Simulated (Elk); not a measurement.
Structure from Materials Project entry mp-623532 (possibly hypothetical), not relaxed further.

A run on Eu: DFT, AM05, all-electron APW+lo, Dirac cores, scalar-relativistic bands (Elk 11.2.3 with local patches). The input:

```
tasks
  0
  110
  115
  15

xctype
  30

rgkmax
  8.0

gmaxvr
  16.0

lmaxapw
  10

lmaxo
  7

lmaxi
  3

nrmtscf
  2.0

nempty
  8

epspot
  1e-06

epsengy
  1e-05

maxscl
  120

hmaxvr
  6.0

lradstp
  4

swidth
  0.002

reducebf
  0.5

spinpol
  .true.

tforce
  .true.

sppath
  './'

avec
  0.00000000000 5.27101816543 5.27101816543
  5.27101816543 0.00000000000 5.27101816543
  5.27101816543 5.27101816543 0.00000000000

atoms
  1
  'Eu.in'
  1
  0.000000000000 0.000000000000 0.000000000000   0.000 0.000 -0.500

ngridk
  9 9 9
```

Sphere radii set in the species files: Eu 2.80 bohr.

Messages:

```
Error(init0): requested spin-polarised run with spin-unpolarised
 exchange-correlation functional
```

Question: Can this result be used?

Answer: No result was made: Error(init0): requested spin-polarised run with spin-unpolarised exchange-correlation functional.
